Question: I relaxed the volume of boron phosphide, BP, with several density functionals. Everything was static and at the same k mesh, yet the cell and its stiffness depend visibly on the functional. The results for PW91, WC and rPW86PBE are covered up for now. Can they be forecast from the formulas of these functionals, or must each one simply be run?

ABINIT 10.8.3, plane-wave DFT without spin polarisation, spin–orbit coupling or dispersion correction, for boron phosphide, BP (F-43m, 2-atom cell). All runs use a 10 × 10 × 10 k mesh and Fermi–Dirac smearing of 0.05 eV. Equilibrium values come from fits to energies at seven volumes with the cell shape fixed; the given cell has 11.68 Å³/atom.

```
functional                               potentials  wave cutoff  equilibrium volume (Å³/atom)  equilibrium volume change (% of the given cell)  bulk modulus (GPa)  bulk modulus slope
       LDA                         JTH-PAW-LDA-v2.0   544.228 eV                        11.327                                           -3.040              176.10               3.790
       PBE      PseudoDojo-NC-SR-PBE-v0.4-stringent   1034.03 eV                        11.755                                            0.620              161.20               3.790
    revPBE                         JTH-PAW-PBE-v2.0   544.228 eV                        11.913                                            1.980              157.50               3.800
      RPBE                         JTH-PAW-PBE-v2.0   544.228 eV                        11.960                                            2.380              155.90               3.810
      AM05  PseudoDojo-NC-SR-PBEsol-v0.4.1-standard   1034.03 eV                        11.525                                           -1.340              168.10               3.790
      BP86     PseudoDojo-NC-SR-PBE-v0.4.1-standard   1034.03 eV                        11.874                                            1.650              157.50               3.780
    LDA-PZ                         JTH-PAW-LDA-v2.0   544.228 eV                        11.339                                           -2.930              175.80               3.810
 LDA-Teter                         JTH-PAW-LDA-v2.0   544.228 eV                        11.336                                           -2.960              175.60               3.790
      OLYP                         JTH-PAW-PBE-v2.0   544.228 eV                        11.700                                            0.150              160.70               3.840
      PW91                         JTH-PAW-PBE-v2.0   544.228 eV                             ?                                                ?                   ?                   ?
        WC  PseudoDojo-NC-SR-PBEsol-v0.4.1-standard   1034.03 eV                             ?                                                ?                   ?                   ?
  rPW86PBE                         JTH-PAW-PBE-v2.0   544.228 eV                             ?                                                ?                   ?                   ?
```

Answer: A forecast is worth trying, if you compare functionals that treat correlation alike and ask how their exchange responds to an uneven density. The equilibrium volume is where the energy curve has its minimum, and the bulk modulus measures the resistance to compression there. From LDA to RPBE the volume grows by 0.63 Å³/atom, so there is a sizeable effect to explain.

LDA takes the exchange energy at each point from a uniform electron gas of the local density n. A gradient functional multiplies that energy by a factor F, which depends on how fast the density varies:

s = |∇n| / [2 (3π²)^(1/3) n^(4/3)]

Where s is zero the density has no slope. When atoms move apart, the density between them thins out and s rises there. If F climbs steeply with s, the stretched crystal gains more exchange energy, and the minimum shifts to a larger cell.

PBE, revPBE and RPBE make a good test of this argument, because as functionals they share the same correlation and differ only in F. The potentials may blur the test: the PBE run uses another kind, and the other two take potentials made for PBE, so their cores were not rebuilt for the new functional. At s = 1.5 the excess F − 1 is 0.306 for PBE, 0.354 for revPBE and 0.369 for RPBE. Their volumes rise in the same order. That s is a chosen point of comparison and was not measured from the density, and the height of F there only stands in for how steeply F climbs. In a dense covalent crystal most of the bonding charge is expected to lie at smaller s, with values this large mainly where the cores give way to the valence shell.

A straight line through these three volumes gives

V = 10.76 + 3.27 (F − 1), in Å³/atom.

With two constants and three points, a close fit is no proof of the cause. Nor does the line carry over reliably to functionals with a different correlation. It puts LDA 0.57 and AM05 0.44 Å³/atom too low and OLYP 0.23 too high, though BP86 only 0.07 too low. For OLYP the correlation is not the only difference. Its F already lies above 1 where s is zero, so F − 1 overstates how far it climbs. LDA lacks gradient corrections to both exchange and correlation, and theory says that the two push the volume in opposite directions.

WC shows the forecast in full. It uses PBE correlation, was not part of the fit, and has an excess of 0.239:

V = 10.76 + 3.27 × 0.239 ≈ 11.54 Å³/atom

That places it between LDA and PBE, close to AM05. Estimates from PBE and RPBE alone, with s at 1.2 and 2, run from 11.46 to 11.63, so I allow ± 0.10.

PW91 has almost the same excess as PBE and a similar correlation. Its volume should therefore be nearly that of PBE, 11.76 ± 0.05 Å³/atom. The margin allows for the change of potentials between the two rows and for the small difference in correlation.

The third case, rPW86PBE, is the least certain. Its excess is close to that of revPBE at s = 1.5, which gives 11.91 ± 0.15 Å³/atom, a larger and softer cell than PBE. But its F has another shape: it lies above that of revPBE at s = 1.2 and below it at s = 2, so the answer depends on which s matters in the crystal. Taking s = 1.2 gives 12.06, and s = 2 gives 11.83.

The stiffness follows from a second line, fitted to the known bulk moduli against volume, with the three nearly identical LDA forms counted once. It falls by about 31 GPa for each additional Å³/atom. OLYP fits worst, by 2.4 GPa: its cell is smaller than that of PBE, yet it is no stiffer. With the forecast volumes inserted, the line gives 161 ± 3 GPa for PW91, 168 ± 4 GPa for WC and 156 ± 6 GPa for rPW86PBE.

This line is less steep than the softening of BP under tension within one functional. If LDA is stretched to the RPBE volume, an extrapolation from its bulk modulus and slope gives about 143 GPa, whereas RPBE has 156 GPa. The pressures of the same runs show this difference from another side. At equal volume RPBE pushes outward harder than LDA, by 9.9 GPa in the smallest cell computed and by 8.2 GPa in the largest. Pressures at a fixed basis lie slightly below the slope of the energies, but by nearly the same amount in both runs, so the difference is hardly touched.

An outward push that weakens as the cell expands resists compression, so it adds stiffness. The two cells differ by 1.40 Å³/atom, and at the RPBE volume the addition is roughly

11.96 × (9.9 − 8.2) / 1.40 ≈ 15 GPa,

close to the 13 GPa by which RPBE exceeds the stretched LDA. The match is expected and tests no cause, since the bulk modulus is −V dP/dV; the estimate runs a little high because the extra push fades faster in the small cells than in the large ones. Going from LDA to RPBE thus does two things: it enlarges the cell, which softens it, and it gives back part of the lost stiffness.

Now the covered rows.

The withheld rows as computed:

```
functional                               potentials  wave cutoff  equilibrium volume (Å³/atom)  equilibrium volume change (% of the given cell)  bulk modulus (GPa)  bulk modulus slope
      PW91                         JTH-PAW-PBE-v2.0   544.228 eV                        11.766                                            0.720              162.30               3.810
        WC  PseudoDojo-NC-SR-PBEsol-v0.4.1-standard   1034.03 eV                        11.574                                           -0.920              168.50               3.770
  rPW86PBE                         JTH-PAW-PBE-v2.0   544.228 eV                        12.009                                            2.800              154.60               3.800
```

All six values lie within the stated margins. PW91 comes out 0.01 Å³/atom above its forecast. A change of potentials could account for that much, so it needs no cause in the functional. WC is 0.04 above its forecast and still close to AM05, as expected. The bulk moduli exceed their forecasts by 0.9 GPa for PW91 and 0.3 GPa for WC.

The volume of rPW86PBE shows the largest miss: 12.01 Å³/atom, 0.10 above the forecast. I had placed it near revPBE, but it exceeds even RPBE, the largest of the known cells. Its larger F at somewhat smaller s probably counts for more than a single reading at s = 1.5 allows. The computed value does lie between the estimates for s = 1.5 and s = 1.2.

Its bulk modulus of 154.6 GPa is 1.8 GPa below the 156.4 GPa that the line gave before rounding, and the volume error accounts for the direction. A cell larger by 0.095 Å³/atom should be softer by 31 × 0.095 ≈ 3 GPa. With the right volume the line would have ended slightly too low instead of too high. The printed output below lists both fits and the miss of each forecast.

The two larger volume misses may also hint at what the simple picture leaves out. WC would have been forecast better with an s somewhat above 1.5, rPW86PBE with one below it. No single s serves both, which would make sense if the crystal samples a whole range of gradients and each F differs from that of PBE in its own way along that range. These values of s belong to the stand-in F − 1 and do not locate the gradients in the crystal. The WC miss is also small, and that run used potentials made for PBEsol, which could account for it. Which gradients change most when BP is stretched remains open: these runs give energies, pressures and gaps, but not the distribution of s in the density.

Output of the analysis:

```
exchange excess at s of 1.5 for PBE, revPBE, RPBE, PW91, WC, rPW86PBE: 0.3059, 0.3536, 0.369, 0.3062, 0.2389, 0.3545
fit of equilibrium_volume on 3 rows (fam > 0): constant 10.76 +/- 0.018, coefficient of exc 3.266 +/- 0.052; rms 0.00139, worst revPBE -0.00188, leave-one-out rms 0.00783
  rows outside the fit (model, value, miss): LDA 10.76, 11.33, -0.571; AM05 11.08, 11.53, -0.442; BP86 11.8, 11.87, -0.0726; LDA-PZ 10.76, 11.34, -0.583; LDA-Teter 10.76, 11.34, -0.58; OLYP 11.93, 11.7, 0.232; PW91 11.76, 11.77, -0.0098; WC 11.54, 11.57, -0.0374; rPW86PBE 11.91, 12.01, -0.095
volume error bars for PW91, WC, rPW86PBE (angstrom^3/atom): 0.05, 0.1, 0.15
WC volume from PBE and RPBE alone at s of 1.5, 1.2, 2 (angstrom^3/atom): 11.54, 11.46, 11.63
rPW86PBE volume from PBE and RPBE alone at s of 1.5, 1.2, 2 (angstrom^3/atom): 11.91, 12.06, 11.83
fit of bulk_modulus on 7 rows (keep == 1): constant 528.5 +/- 29, coefficient of vuse -31.23 +/- 2.5; rms 1.18, worst OLYP 2.42, leave-one-out rms 1.93
  rows outside the fit (model, value, miss): LDA-PZ 174.4, 175.8, -1.41; LDA-Teter 174.5, 175.6, -1.12; PW91 161.4, 162.3, -0.94; WC 168.2, 168.5, -0.281; rPW86PBE 156.4, 154.6, 1.83
bulk modulus error bars for PW91, WC, rPW86PBE (GPa): 3, 4, 6
bulk modulus of LDA stretched along its own curve to the RPBE volume (GPa): 143.3
RPBE bulk modulus less that of stretched LDA (GPa): 12.6
RPBE volume less LDA volume (angstrom^3/atom): 0.633
```
